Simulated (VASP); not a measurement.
# Cu (Fm-3m) in VASP: elastic constants with PBE

Aim: the elastic constants of Cu with PBE.

Program: VASP 6.6.1. These are calculated values, not measurements. Logs are shortened: lines on timing, memory, paths and dates and some standing lists are left out, and cuts for length are marked.

### Step 1. The structure

The structure is cubic, space group Fm-3m (No. 225). Conventional cell: a = 3.635 Å, b = 3.635 Å, c = 3.635 Å, α = 90.00°, β = 90.00°, γ = 90.00°. Around Cu (site symmetry m-3m) lie 12 Cu at 2.57 Å.

The cell was built by a generator and needn't be a form met in nature.

### Step 2. Elastic constants, PBE

Contents of POSCAR:

```
Cu
1.0
   -0.0000000000      1.8177151822      1.8177151822
    1.8177151822     -0.0000000000      1.8177151822
    1.8177151822      1.8177151822      0.0000000000
  Cu
     1
Direct
     0.0000000000000000    0.0000000000000000    0.0000000000000000
```

Contents of INCAR.step1:

```
PREC = Accurate
ENCUT = 600
EDIFF = 1E-8
ISMEAR = 1
SIGMA = 0.2
LREAL = False
LASPH = True
NELM = 60
ALGO = Normal
ISIF = 3
LWAVE = False
LCHARG = False
GGA = PE
KPAR = 4
IBRION = 2
NSW = 40
EDIFFG = -0.002
```

Contents of INCAR.step2:

```
PREC = Accurate
ENCUT = 600
EDIFF = 1E-8
ISMEAR = 1
SIGMA = 0.2
LREAL = False
LASPH = True
NELM = 60
ALGO = Normal
ISIF = 3
LWAVE = False
LCHARG = False
GGA = PE
KPAR = 4
IBRION = 6
NFREE = 2
POTIM = 0.015
NSW = 1
```

Contents of KPOINTS:

```
regular mesh
0
Gamma
  16 16 16
```

Potentials or basis: VASP PAW PBE potentials, release 64 (Cu).

Run with:

```bash
$ cat potpaw_PBE.64/Cu/POTCAR > POTCAR
$ cp INCAR.step1 INCAR
$ mpirun -np 4 vasp_std > vasp.out
$ cp CONTCAR POSCAR
$ cp INCAR.step2 INCAR
$ mpirun -np 4 vasp_std > vasp.out
```

OUTCAR:

```text
PREC = Accurate
   ENCUT = 600
   EDIFF = 1E-8
   ISMEAR = 1
   LREAL = False
   LASPH = True
   NELM = 60
   ISIF = 3
   GGA = PE
   IBRION = 6
   NFREE = 2
   POTIM = 0.015
   NSW = 1

 ion  position               nearest neighbor table
   1  0.000  0.000  0.000-

  LATTYP: Found a face centered cubic cell.
 ALAT       =     3.6354303644

  Lattice vectors:

 A1 = (   0.0000000000,   1.8177151822,   1.8177151822)
 A2 = (   1.8177151822,   0.0000000000,   1.8177151822)
 A3 = (   1.8177151822,   1.8177151822,   0.0000000000)

Analysis of symmetry for initial positions (statically):
=====================================================================
 Subroutine PRICEL returns:
 Original cell was already a primitive cell.

 Routine SETGRP: Setting up the symmetry group for a
 face centered cubic supercell.

 Subroutine GETGRP returns: Found 48 space group operations
 (whereof 48 operations were pure point group operations)
 out of a pool of 48 trial point group operations.

The static configuration has the point symmetry O_h .

Analysis of symmetry for dynamics (positions and initial velocities):
=====================================================================
 Subroutine PRICEL returns:
 Original cell was already a primitive cell.

 Routine SETGRP: Setting up the symmetry group for a
 face centered cubic supercell.

 Subroutine GETGRP returns: Found 48 space group operations
 (whereof 48 operations were pure point group operations)
 out of a pool of 48 trial point group operations.

The dynamic configuration has the point symmetry O_h .

 Subroutine INISYM returns: Found 48 space group operations
 (whereof 48 operations are pure point group operations),
 and found     1 'primitive' translations

----------------------------------------------------------------------------------------

                                     Primitive cell

  volume of cell :      12.0118

  direct lattice vectors                    reciprocal lattice vectors
     0.000000000  1.817715182  1.817715182    -0.275070597  0.275070597  0.275070597
     1.817715182  0.000000000  1.817715182     0.275070597 -0.275070597  0.275070597
     1.817715182  1.817715182  0.000000000     0.275070597  0.275070597 -0.275070597

  length of vectors
     2.570637463  2.570637463  2.570637463     0.476436249  0.476436249  0.476436249

  position of ions in fractional coordinates (direct lattice)
     0.000000000  0.000000000  0.000000000

  ion indices of the primitive-cell ions
   primitive index   ion index
                 1           1

----------------------------------------------------------------------------------------

 KPOINTS: regular mesh

Automatic generation of k-mesh.
 Grid dimensions read from file:
 generate k-points for:   16   16   16

 Generating k-lattice:

  Cartesian coordinates                     Fractional coordinates (reciprocal lattice)
    -0.017191912  0.017191912  0.017191912     0.062500000  0.000000000  0.000000000
     0.017191912 -0.017191912  0.017191912     0.000000000  0.062500000  0.000000000
     0.017191912  0.017191912 -0.017191912     0.000000000  0.000000000  0.062500000

  Length of vectors
     0.029777266  0.029777266  0.029777266

  Shift w.r.t. Gamma in fractional coordinates (k-lattice)
     0.000000000  0.000000000  0.000000000
[... 97 lines left out ...]
  ext. energy  EPLUGINS =         0.00000000
  ---------------------------------------------------
  free energy    TOTEN  =        -3.72825489 eV

  energy without entropy =       -3.72856658  energy(sigma->0) =       -3.72835879

------------------------ aborting loop because EDIFF is reached ----------------------------------------

  FORCE on cell =-STRESS in cart. coord.  units (eV):
  Direction    XX          YY          ZZ          XY          YZ          ZX
  --------------------------------------------------------------------------------------
  -------------------------------------------------------------------------------------
  Total        0.0010183      0.0010183      0.0010183     -0.0000000     -0.0000000      0.0000000
  in kB        0.1358268      0.1358268      0.1358268     -0.0000000     -0.0000000      0.0000000
  external PRESSURE =       0.1358268 kB  Pullay stress =       0.0000000 kB
[... 86 lines left out ...]
  FREE ENERGIE OF THE ION-ELECTRON SYSTEM (eV)
  ---------------------------------------------------
  free  energy   TOTEN  =        -3.7268366335 eV

  energy  without entropy=       -3.7272363053  energy(sigma->0) =       -3.72696986

[... ionic steps 4 to 12 ...]

--------------------------------------- Ionic step       13  -------------------------------------------

 number of electron      10.9999999 magnetization

------------------------ aborting loop because EDIFF is reached ----------------------------------------
[... 65 lines left out ...]
--------------------------------------- Ionic step       15  -------------------------------------------

 number of electron      10.9999999 magnetization

 Free energy of the ion-electron system (eV)
  ---------------------------------------------------
  ext. energy  EPLUGINS =         0.00000000
  ---------------------------------------------------
  free energy    TOTEN  =        -3.72825502 eV

  energy without entropy =       -3.72856671  energy(sigma->0) =       -3.72835891

 E-fermi :   7.3345     XC(G=0): -12.6275

 val. band max:        7.3324445925   @ k =   0.5000   0.1875   0.0625
 cond. band min:       7.3812526170   @ k =   0.5000   0.3125   0.1250
 fundamental gap:      0.0488080245
 Fermi energy:         7.3344531133

 k-point     1 :       0.0000    0.0000    0.0000
  band No.  band energies     occupation
      1      -1.8452      2.00000
      2       4.4061      2.00000
      3       4.4061      2.00000
      4       4.4061      2.00000
      5       5.2069      2.00000
      6       5.2069      2.00000
      7      29.8362      0.00000
      8      32.3500      0.00000
      9      32.3501      0.00000
[... 265 lines left out ...]
 k-point    24 :      -0.0625    0.0625    0.0000
  band No.  band energies     occupation
      1      -1.4722      2.00000
      2       4.3230      2.00000
      3       4.4702      2.00000
      4       4.4833      2.00000
      5       5.1458      2.00000
      6       5.2200      2.00000
      7      27.8377      0.00000
      8      28.8784      0.00000
      9      31.4787      0.00000

 [... further k-points ...]

------------------------ aborting loop because EDIFF is reached ----------------------------------------

  FORCE on cell =-STRESS in cart. coord.  units (eV):
  Direction    XX          YY          ZZ          XY          YZ          ZX
  --------------------------------------------------------------------------------------
  -------------------------------------------------------------------------------------
  Total        0.0009732      0.0009732      0.0009732      0.0000000     -0.0000000      0.0000000
  in kB        0.1298152      0.1298152      0.1298152      0.0000000     -0.0000000      0.0000000
  external PRESSURE =       0.1298152 kB  Pullay stress =       0.0000000 kB
[... 16 lines left out ...]
  FREE ENERGIE OF THE ION-ELECTRON SYSTEM (eV)
  ---------------------------------------------------
  free  energy   TOTEN  =        -3.7282550153 eV

  energy  without entropy=       -3.7285667071  energy(sigma->0) =       -3.72835891

 INTERNAL STRAIN TENSORS FROM STRAINED CELLS
 ============================================

 INTERNAL STRAIN TENSOR FOR ION    1 for displacements in x,y,z  (eV/Angst):
          X           Y           Z          XY          YZ          ZX
  --------------------------------------------------------------------------------
  x     0.00000     0.00000    -0.00000     0.00000     0.00000    -0.00000
  y     0.00000    -0.00000     0.00000     0.00000     0.00000    -0.00000
  z    -0.00000     0.00000     0.00000     0.00000     0.00000     0.00000

 INTERNAL STRAIN TENSORS FROM DISPLACED ATOMS
 ============================================

 INTERNAL STRAIN TENSOR FOR ION    1 for displacements in x,y,z  (eV/Angst):
          X           Y           Z          XY          YZ          ZX
  --------------------------------------------------------------------------------
  x     0.00000     0.00000     0.00000     0.00000     0.00000     0.00000
  y     0.00000     0.00000     0.00000     0.00000     0.00000     0.00000
  z     0.00000     0.00000     0.00000     0.00000     0.00000     0.00000

 Eigenvectors and eigenvalues of the dynamical matrix
 ----------------------------------------------------

   1 f/i=    0.000000 THz     0.000000 2PiTHz    0.000000 cm-1     0.000000 meV
             X         Y         Z           dx          dy          dz
      0.000000  0.000000  0.000000     0.707107   -0.707107    0.000000

   2 f/i=    0.000000 THz     0.000000 2PiTHz    0.000000 cm-1     0.000000 meV
             X         Y         Z           dx          dy          dz
      0.000000  0.000000  0.000000    -0.707107   -0.707107    0.000000

   3 f/i=    0.000000 THz     0.000000 2PiTHz    0.000000 cm-1     0.000000 meV
             X         Y         Z           dx          dy          dz
      0.000000  0.000000  0.000000     0.000000    0.000000    1.000000

--------------------------------------------------------------------------------------------------------

 ELASTIC MODULI CONTR FROM IONIC RELAXATION (kBar)
 Direction    XX          YY          ZZ          XY          YZ          ZX
 --------------------------------------------------------------------------------
 XX           0.0000      0.0000      0.0000      0.0000      0.0000      0.0000
 YY           0.0000      0.0000      0.0000      0.0000      0.0000      0.0000
 ZZ           0.0000      0.0000      0.0000      0.0000      0.0000      0.0000
 XY           0.0000      0.0000      0.0000      0.0000      0.0000      0.0000
 YZ           0.0000      0.0000      0.0000      0.0000      0.0000      0.0000
 ZX           0.0000      0.0000      0.0000      0.0000      0.0000      0.0000
 --------------------------------------------------------------------------------

 TOTAL ELASTIC MODULI (kBar)
 Direction    XX          YY          ZZ          XY          YZ          ZX
 --------------------------------------------------------------------------------
 XX        1658.9556   1237.3271   1237.3271     -0.0000      0.0000      0.0000
 YY        1237.3271   1658.9556   1237.3271      0.0000      0.0000     -0.0000
 ZZ        1237.3271   1237.3271   1658.9556     -0.0000     -0.0000     -0.0000
 XY          -0.0000      0.0000     -0.0000    827.3934      0.0000      0.0000
 YZ           0.0000      0.0000     -0.0000      0.0000    827.3934      0.0000
 ZX           0.0000     -0.0000     -0.0000      0.0000      0.0000    827.3934
 --------------------------------------------------------------------------------
```

It took 3.2 min on 4 MPI ranks of Intel Xeon 6975P-C (Granite Rapids), shared host; peak memory 0.4 GiB.

What came out:

- Elastic constants C11, C12, C44: 166, 124, 83 GPa
- Voigt bulk modulus: 138 GPa

Elastic tensor in Voigt notation (GPa, in the Cartesian axes of the cell as first typed):
```
166 124 124   0   0   0
124 166 124   0   0   0
124 124 166   0   0   0
  0   0   0  83   0   0
  0   0   0   0  83   0
  0   0   0   0   0  83
```

Clamped-ion elastic tensor (GPa):
```
166 124 124   0   0   0
124 166 124   0   0   0
124 124 166   0   0   0
  0   0   0  83   0   0
  0   0   0   0  83   0
  0   0   0   0   0  83
```
